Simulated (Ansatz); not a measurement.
## SnSe under changes of volume

One of the cells (27.271 Å³/atom); the others are scaled copies at fixed shape and fractional positions:

```
Sn Se
1.0
     0.00000    3.01000    3.01000
     3.01000    0.00000    3.01000
     3.01000    3.01000    0.00000
Sn Se
1 1
Cartesian
  0.0000 0.0000 0.0000
  3.0100 3.0100 3.0100
```

Measurements of this composition are mostly on another form, of space group No. 62.

| Property | Result |
| --- | --- |
| Program | Ansatz 0.2.0 |
| Functional | revPBE |
| Potentials or basis | Ansatz PAW |
| Cutoff | 420 eV (not typed: the program's choice for these potentials) |
| k mesh | 8 × 8 × 8 |
| Occupations | fermi-dirac, width 0.05 eV |
| Spin | no spin polarisation |

| volume (Å³/atom) | energy over the lowest point (meV/atom) | pressure (GPa) | gap on the mesh (eV) |
| --- | --- | --- | --- |
| 25.635 | 47.44 | 5.9 | 0.74 |
| 26.180 | 29.72 | 4.5 | 0.71 |
| 26.725 | 16.55 | 3.2 | 0.64 |
| 27.271 | ? | ? | ? |
| 27.816 | 2.07 | 1.1 | 0.47 |
| 28.362 | 0.00 | 0.2 | 0.38 |
| 28.907 | 0.94 | -0.7 | 0.31 |

Problem. What does the run at 27.271 Å³/atom give?

Solution. Energy over the lowest point 7.46 meV/atom; pressure 2.1 GPa; gap on the mesh 0.55 eV.

Worked out: A Birch-Murnaghan fit of order 3 (a polynomial in V^(-2/3)) to the other rows has its minimum at 28.46 Å³/atom with B0 = V·E''(V) = 45 GPa and B' = 4.4. It gives 7.46 meV/atom at 27.271 Å³/atom, against the run's 7.46, and -dE/dV = 2.1 GPa, against 2.1. A parabola through the other rows of the gap, of slope -3.81 eV per unit of ln V there, gives 0.56 eV, against the run's 0.55.

Energies are extrapolated to zero smearing.

Caveats: spin-orbit coupling is left out, which moves the levels of the heavy elements; the PAW data sets come from PBE, with cores solved anew for the run's functional, which leaves a small shift of forces and pressure.

A mesh can miss the band edges.
